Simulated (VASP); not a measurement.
# Sn (I4_1/amd) in VASP: notebook

One crystal, Sn, is run at these levels: PBE+D3(BJ); tasks: relaxation of shape and atoms at fixed volume.

Everything below comes from runs of VASP 6.6.1. Logs are shortened: lines on timing, memory, paths and dates and some standing lists are left out, and cuts for length are marked.

## 1. Starting point

It takes space group I4_1/amd (No. 141, tetragonal). Conventional cell: a = 5.850 Å, b = 5.850 Å, c = 3.176 Å, α = 90.00°, β = 90.00°, γ = 90.00°. Around Sn (site symmetry -4m2) lie 6 Sn at 3.03 to 3.18 Å.

## 2. Relaxation of shape and atoms at fixed volume, PBE+D3(BJ) (a relaxed cell with its volume scaled by 0.96)

INCAR

```
PREC = Accurate ; ENCUT = 600
EDIFF = 1E-7 ; ISMEAR = 0
SIGMA = 0.03 ; LREAL = F
LASPH = T ; NELM = 80
ALGO = Fast ; ISIF = 4
LWAVE = F ; LCHARG = F
GGA = PE ; IVDW = 12
IBRION = 2 ; NSW = 40
EDIFFG = -0.01
```

KPOINTS

```
regular mesh
0
Gamma
  12 12 12
```

POSCAR

```
Sn                                      
1.0
   -2.8853294950      2.8853294950      1.5667029539
    2.8853294950     -2.8853294950      1.5667029539
    2.8853294950      2.8853294950     -1.5667029539
  Sn            
     2
Direct
     0.0000000000000000    0.0000000000000000    0.0000000000000000
     0.7500000000000000    0.2500000000000000    0.5000000000000000
```

Potentials or basis: VASP PAW PBE potentials, release 64 (Sn_d).

The run is started by

```console
> cat potpaw_PBE.64/Sn_d/POTCAR > POTCAR
> mpirun -np 1 vasp_std > vasp.out
```

OUTCAR:

```text
PREC = Accurate
   ENCUT = 600
   EDIFF = 1E-7
   ISMEAR = 0
   LREAL = F
   LASPH = T
   NELM = 80
   ISIF = 4
   GGA = PE
   IVDW = 12
   IBRION = 2
   NSW = 40
   EDIFFG = -0.01
 IVDW          = 12

 ion  position               nearest neighbor table
   1  0.000  0.000  0.000-   2 2.99   2 2.99   2 2.99   2 2.99   2 3.72   2 3.72   2 3.72   2 3.72

   2  0.750  0.250  0.500-   1 2.99   1 2.99   1 2.99   1 2.99   1 3.72   1 3.72   1 3.72   1 3.72

  LATTYP: Found a body centered tetragonal cell.
 ALAT       =     5.7706589900
 C/A-ratio  =     0.5429892692

  Lattice vectors:

 A1 = (  -2.8853294950,   2.8853294950,   1.5667029539)
 A2 = (   2.8853294950,  -2.8853294950,   1.5667029539)
 A3 = (   2.8853294950,   2.8853294950,  -1.5667029539)

Analysis of symmetry for initial positions (statically):
=====================================================================
 Subroutine PRICEL returns:
 Original cell was already a primitive cell.

 Routine SETGRP: Setting up the symmetry group for a
 body centered tetragonal supercell.

 Subroutine GETGRP returns: Found 16 space group operations
 (whereof  8 operations were pure point group operations)
 out of a pool of 16 trial point group operations.

The static configuration has the point symmetry D_2d.
 The point group associated with its full space group is D_4h.

Analysis of symmetry for dynamics (positions and initial velocities):
=====================================================================
 Subroutine PRICEL returns:
 Original cell was already a primitive cell.

 Routine SETGRP: Setting up the symmetry group for a
 body centered tetragonal supercell.

 Subroutine GETGRP returns: Found 16 space group operations
 (whereof  8 operations were pure point group operations)
 out of a pool of 16 trial point group operations.

The dynamic configuration has the point symmetry D_2d.
 The point group associated with its full space group is D_4h.

 Subroutine INISYM returns: Found 16 space group operations
 (whereof  8 operations are pure point group operations),
 and found     1 'primitive' translations

----------------------------------------------------------------------------------------

                                     Primitive cell

  volume of cell :      52.1720

  direct lattice vectors                    reciprocal lattice vectors
    -2.885329495  2.885329495  1.566702954     0.000000000  0.173290434  0.319141544
     2.885329495 -2.885329495  1.566702954     0.173290434  0.000000000  0.319141544
     2.885329495  2.885329495 -1.566702954     0.173290434  0.173290434  0.000000000

  length of vectors
     4.370905025  4.370905025  4.370905025     0.363154099  0.363154099  0.245069682

  position of ions in fractional coordinates (direct lattice)
     0.000000000  0.000000000  0.000000000
     0.750000000  0.250000000  0.500000000

  ion indices of the primitive-cell ions
   primitive index   ion index
                 1           1
                 2           2

----------------------------------------------------------------------------------------

 KPOINTS: regular mesh

Automatic generation of k-mesh.
 Grid dimensions read from file:
 generate k-points for:   12   12   12

 Generating k-lattice:

  Cartesian coordinates                     Fractional coordinates (reciprocal lattice)
     0.000000000  0.014440869  0.026595129     0.083333333 -0.000000000  0.000000000
     0.014440869  0.000000000  0.026595129    -0.000000000  0.083333333  0.000000000
     0.014440869  0.014440869  0.000000000     0.000000000  0.000000000  0.083333333

  Length of vectors
     0.030262842  0.030262842  0.020422473

  Shift w.r.t. Gamma in fractional coordinates (k-lattice)
     0.000000000  0.000000000  0.000000000

 Subroutine IBZKPT returns following result:
 ===========================================

 Found    163 irreducible k-points:

 Following reciprocal coordinates:
            Coordinates               Weight
  0.000000  0.000000  0.000000      1.000000
  0.083333  0.000000  0.000000      8.000000
  0.166667 -0.000000  0.000000      8.000000
  0.250000 -0.000000  0.000000      8.000000
  0.333333 -0.000000  0.000000      8.000000
  0.416667 -0.000000  0.000000      8.000000
[... 16 lines left out ...]
  0.500000  0.166667  0.000000     16.000000
 -0.416667  0.166667 -0.000000     16.000000
 [... further k-points ...]
   k-points           NKPTS =    163   k-points in BZ     NKDIM =    163   number of bands    NBANDS=     18
   number of dos      NEDOS =    301   number of ions     NIONS =      2
   total plane-waves  NPLWV =  46656
   dimension x,y,z NGX =    36 NGY =   36 NGZ =   36
   dimension x,y,z NGXF=    72 NGYF=   72 NGZF=   72
   ions per type =               2
   NGX,Y,Z   is equivalent  to a cutoff of  13.69, 13.69, 13.69 a.u.
   NGXF,Y,Z  is equivalent  to a cutoff of  27.38, 27.38, 27.38 a.u.
 SYSTEM =  unknown system
   PREC   = accura    normal or accurate (medium, high low for compatibility)
   ISTART =      0    job   : 0-new  1-cont  2-samecut
   ICHARG =      2    charge: 1-file 2-atom 10-const
   ISPIN  =      1    spin polarized calculation?
   LNONCOLLINEAR =      F non collinear calculations
   LSORBIT =      F    spin-orbit coupling
   LASPH  =      T    aspherical Exc in radial PAW
   ENCUT  =  600.0 eV  44.10 Ry    6.64 a.u.   8.73  8.73  8.73*2*pi/ulx,y,z
   NELM   =     80;   NELMIN=  2; NELMDL= -5     # of ELM steps
   EDIFF  = 0.1E-06   stopping-criterion for ELM
   LREAL  =      F    real-space projection
   EDIFFG = -.1E-01   stopping-criterion for IOM
   NSW    =     40    number of steps for IOM
   IBRION =      2    ionic relax: 0-MD 1-quasi-New 2-CG
   NFREE  =      1    steps in history (QN), initial steepest desc. (CG)
   ISIF   =      4    stress and relaxation
   ISYM   =      2    0-nonsym 1-usesym 2-fastsym
   POTIM  = 0.5000    time-step for ionic-motion
   TEBEG  =    0.0;   TEEND  =   0.0 temperature during run
   PSTRESS=    0.0 pullay stress
   NELECT =      28.0000    total number of electrons
   NUPDOWN=      -1.0000    fix difference up-down
   EMIN   =  10.00;   EMAX   =-10.00  energy-range for DOS
   EFERMI =   0.00;   METHOD = LEGACY
   ISMEAR =     0;   SIGMA  =   0.03  broadening in eV -4-tet -1-fermi 0-gaus
   EFERMI_NEDOS =   21; number of points for ismear=-14 and -15
   IALGO  =     68    algorithm
   IMIX   =      4    mixing-type and parameters
     AMIX     =   0.40;   BMIX     =  1.00
     AMIX_MAG =   1.60;   BMIX_MAG =  1.00
  volume/ion in A,a.u.               =      26.09       176.04
  Fermi-wavevector in a.u.,A,eV,Ry     =   1.330398  2.514088 24.081763  1.769960
  Thomas-Fermi vector in A             =   2.459488
   LORBIT       =      0    0 simple, 1 ext, 2 COOP (PROOUT), +10 PAW based schemes
   GGA     = PE    functional components
   LHFCALC =     F    Hartree Fock is set to
   AEXX    =    0.0000 exact exchange contribution
   IVDW    =    12    specifies the selected vdW correction
   LEPSILON=     F    determine dielectric tensor
   LRPA    =     F    only Hartree local field effects (RPA)
 conjugate gradient relaxation of ions
 non-spin polarized calculation
 RMM-DIIS sequential band-by-band and
 Gauss-broadening in eV      SIGMA  =   0.03
  energy-cutoff  :      600.00
  volume of cell :       52.17
 maximum number of plane-waves:      1763
   NGX = 17   NGY = 17   NGZ = 17

--------------------------------------- Ionic step        1  -------------------------------------------

 number of electron      28.0000012 magnetization

 Free energy of the ion-electron system (eV)
  ---------------------------------------------------
  ext. energy  EPLUGINS =         0.00000000
  ---------------------------------------------------
  free energy    TOTEN  =        -7.54704438 eV

  energy without entropy =       -7.54655992  energy(sigma->0) =       -7.54680215

------------------------ aborting loop because EDIFF is reached ----------------------------------------

 Edisp (eV)   -0.81048

 E8    (eV) :    -0.3914

  FORCE on cell =-STRESS in cart. coord.  units (eV):
  Direction    XX          YY          ZZ          XY          YZ          ZX
  --------------------------------------------------------------------------------------
  -------------------------------------------------------------------------------------
  Total       0.83394     0.83394     0.72401     0.00000     0.00000     0.00000
  in kB      25.60993    25.60993    22.23415     0.00000     0.00000     0.00000
  external pressure =       24.48 kB  Pullay stress =        0.00 kB
[... 61 lines left out ...]
  energy  without entropy=       -8.3571610712  energy(sigma->0) =       -8.35740346

--------------------------------------- Ionic step        3  -------------------------------------------

 number of electron      28.0000011 magnetization

 Free energy of the ion-electron system (eV)
  ---------------------------------------------------
  ext. energy  EPLUGINS =         0.00000000
  ---------------------------------------------------
  free energy    TOTEN  =        -7.54717665 eV

  energy without entropy =       -7.54667013  energy(sigma->0) =       -7.54692339

 E-fermi :   8.4842     XC(G=0): -10.4927

 val. band max:        8.4717686980   @ k =   0.3333   0.1667   0.0000
 cond. band min:       8.4982006156   @ k =   0.5000   0.3333   0.0833
 fundamental gap:      0.0264319176
 Fermi energy:         8.4842403636

 k-point     1 :       0.0000    0.0000    0.0000
  band No.  band energies     occupation
      1     -13.2444      2.00000
      2     -13.1579      2.00000
      3     -13.1071      2.00000
      4     -13.0993      2.00000
      5     -12.9202      2.00000
      6     -12.9202      2.00000
[... 10 lines left out ...]
     17      14.8419      0.00000
     18      15.7105      0.00000
[... 466 lines left out ...]
      2     -13.0712      2.00000
      3     -13.0542      2.00000
      4     -13.0287      2.00000
      5     -12.9792      2.00000
      6     -12.9501      2.00000
[... 10 lines left out ...]
     17      11.5458      0.00000
     18      13.9906      0.00000

 [... further k-points ...]

------------------------ aborting loop because EDIFF is reached ----------------------------------------

 Edisp (eV)   -0.81048

 E8    (eV) :    -0.3915

  FORCE on cell =-STRESS in cart. coord.  units (eV):
  Direction    XX          YY          ZZ          XY          YZ          ZX
  --------------------------------------------------------------------------------------
  -------------------------------------------------------------------------------------
  Total       0.79167     0.79167     0.79193     0.00000     0.00000     0.00000
  in kB      24.31171    24.31171    24.31977     0.00000     0.00000     0.00000
  external pressure =       24.31 kB  Pullay stress =        0.00 kB
[... 17 lines left out ...]
  FREE ENERGIE OF THE ION-ELECTRON SYSTEM (eV)
  ---------------------------------------------------
  free  energy   TOTEN  =        -8.3576571040 eV

  energy  without entropy=       -8.3571505809  energy(sigma->0) =       -8.35740384

 reached required accuracy - stopping structural energy minimisation
```

Wall time 2.5 min (1 thread of Intel Xeon 6975P-C (Granite Rapids), shared host); peak memory 0.33 GiB.

What came out:

```
Free energy                : -8.3577 eV
Energy gained by relaxing  : 0.1 meV/atom
Ionic steps                : 3
Pressure after relaxing    : 2.4 GPa
Band gap on the k mesh     : none (metal or under the smearing width)
Dispersion energy per atom : -0.405 eV
```

Step by step:
```csv
step,energy change (eV),largest force (eV/Å),pressure (GPa)
1,0.0000,0.0000,2.45
2,-0.0001,0.0000,2.44
3,-0.0001,0.0000,2.43
```

Final structure:
```
Sn
1.0
    -2.88898    2.88898    1.56275
     2.88898   -2.88898    1.56275
     2.88898    2.88898   -1.56275
Sn
2
Direct
  0.00000 0.00000 0.00000
  0.75000 0.25000 0.50000
```

Levels at points of the mesh, in eV from the Fermi level:
| k point | band 10 | band 11 | band 12 | band 13 | band 14 | band 15 | band 16 | band 17 | band 18 |
| --- | --- | --- | --- | --- | --- | --- | --- | --- | --- |
| (0.00, 0.00, 0.00) | -21.18 | -11.45 | -3.60 | -2.12 | -2.12 | 2.88 | 6.36 | 6.36 | 7.23 |
| (0.50, 0.00, 0.00) | -21.25 | -6.97 | -5.52 | -2.30 | -1.83 | -1.19 | 2.21 | 2.93 | 4.86 |
| (0.50, 0.50, 0.00) | -21.32 | -9.13 | -9.13 | 0.54 | 0.54 | 1.59 | 1.59 | 6.30 | 6.30 |
| (0.50, 0.50, 0.50) | -21.39 | -7.70 | -7.70 | -5.06 | -5.06 | 5.30 | 5.30 | 9.68 | 9.68 |

Caveat: pairwise dispersion overbinds metals, which lowers pressure and volume.

## 3. Relaxation of shape and atoms at fixed volume, PBE+D3(BJ) (a relaxed cell with its volume scaled by 0.98)

INCAR is that of step 2.

KPOINTS is that of step 2.

POSCAR

```
Sn                                      
1.0
   -2.9052289480      2.9052289480      1.5775081433
    2.9052289480     -2.9052289480      1.5775081433
    2.9052289480      2.9052289480     -1.5775081433
  Sn            
     2
Direct
     0.0000000000000000    0.0000000000000000    0.0000000000000000
     0.7500000000000000    0.2500000000000000    0.5000000000000000
```

Potentials or basis: VASP PAW PBE potentials, release 64 (Sn_d).

The run is started by

```console
> cat potpaw_PBE.64/Sn_d/POTCAR > POTCAR
> mpirun -np 1 vasp_std > vasp.out
```

OUTCAR:

```text
PREC = Accurate
   ENCUT = 600
   EDIFF = 1E-7
   ISMEAR = 0
   LREAL = F
   LASPH = T
   NELM = 80
   ISIF = 4
   GGA = PE
   IVDW = 12
   IBRION = 2
   NSW = 40
   EDIFFG = -0.01
 IVDW          = 12

 ion  position               nearest neighbor table
   1  0.000  0.000  0.000-   2 3.01   2 3.01   2 3.01   2 3.01   2 3.75   2 3.75   2 3.75   2 3.75

   2  0.750  0.250  0.500-   1 3.01   1 3.01   1 3.01   1 3.01   1 3.75   1 3.75   1 3.75   1 3.75

  LATTYP: Found a body centered tetragonal cell.
 ALAT       =     5.8104578960
 C/A-ratio  =     0.5429892692

  Lattice vectors:

 A1 = (  -2.9052289480,   2.9052289480,   1.5775081433)
 A2 = (   2.9052289480,  -2.9052289480,   1.5775081433)
 A3 = (   2.9052289480,   2.9052289480,  -1.5775081433)

Analysis of symmetry for initial positions (statically):
=====================================================================
 Subroutine PRICEL returns:
 Original cell was already a primitive cell.

[... 221 lines left out ...]
  free energy    TOTEN  =        -7.57580631 eV

  energy without entropy =       -7.57535896  energy(sigma->0) =       -7.57558264

 E-fermi :   8.2193     XC(G=0): -10.3947

 val. band max:        8.2152165139   @ k =  -0.1667  -0.1667   0.0833
 cond. band min:       8.2438316153   @ k =  -0.4167   0.1667  -0.0000
 fundamental gap:      0.0286151013
 Fermi energy:         8.2192847748

 k-point     1 :       0.0000    0.0000    0.0000
  band No.  band energies     occupation
      1     -13.4749      2.00000
      2     -13.3915      2.00000
      3     -13.3438      2.00000
      4     -13.3351      2.00000
      5     -13.1703      2.00000
      6     -13.1703      2.00000
[... 481 lines left out ...]
      5     -13.2248      2.00000
      6     -13.1969      2.00000
[... 10 lines left out ...]
     17      11.2414      0.00000
     18      13.6484      0.00000

 [... further k-points ...]

------------------------ aborting loop because EDIFF is reached ----------------------------------------

 Edisp (eV)   -0.79401

 E8    (eV) :    -0.3836

  FORCE on cell =-STRESS in cart. coord.  units (eV):
  Direction    XX          YY          ZZ          XY          YZ          ZX
  --------------------------------------------------------------------------------------
  -------------------------------------------------------------------------------------
  Total       0.38450     0.38450     0.37726     0.00000     0.00000     0.00000
  in kB      11.56686    11.56686    11.34895     0.00000     0.00000     0.00000
  external pressure =       11.49 kB  Pullay stress =        0.00 kB

 VOLUME and BASIS-vectors are now :
 -----------------------------------------------------------------------------
  energy-cutoff  :      600.00
  volume of cell :       53.26
      direct lattice vectors                 reciprocal lattice vectors
    -2.906877492  2.906877492  1.575719382     0.000000000  0.172005873  0.317315384
     2.906877492 -2.906877492  1.575719382     0.172005873  0.000000000  0.317315384
     2.906877492  2.906877492 -1.575719382     0.172005873  0.172005873  0.000000000

 POSITION                                       TOTAL-FORCE (eV/Angst)
 -----------------------------------------------------------------------------------
      2.90688     -2.90688      1.57572        -0.000000      0.000000      0.000000
      0.00000      2.90688      0.78786         0.000000     -0.000000     -0.000000
 -----------------------------------------------------------------------------------
    total drift:                               -0.000000      0.000000     -0.000000

  FREE ENERGIE OF THE ION-ELECTRON SYSTEM (eV)
  ---------------------------------------------------
  free  energy   TOTEN  =        -8.3698119376 eV

  energy  without entropy=       -8.3693645822  energy(sigma->0) =       -8.36958826

 reached required accuracy - stopping structural energy minimisation
```

Run time: 1.9 min. Hardware: 1 thread of Intel Xeon 6975P-C (Granite Rapids), shared host; peak memory 0.33 GiB.

What came out:

| Quantity | Value |
| --- | --- |
| Free energy | -8.3698 eV |
| Energy gained by relaxing | 0.0 meV/atom |
| Ionic steps | 2 |
| Pressure after relaxing | 1.1 GPa |
| Band gap on the k mesh | none (metal or under the smearing width) |
| Dispersion energy per atom | -0.397 eV |

Final structure:
```
Sn
1.0
    -2.90688    2.90688    1.57572
     2.90688   -2.90688    1.57572
     2.90688    2.90688   -1.57572
Sn
2
Direct
  0.00000 0.00000 0.00000
  0.75000 0.25000 0.50000
```

Caveat: pairwise dispersion overbinds metals, which lowers pressure and volume.

[end of part 1 of 2]
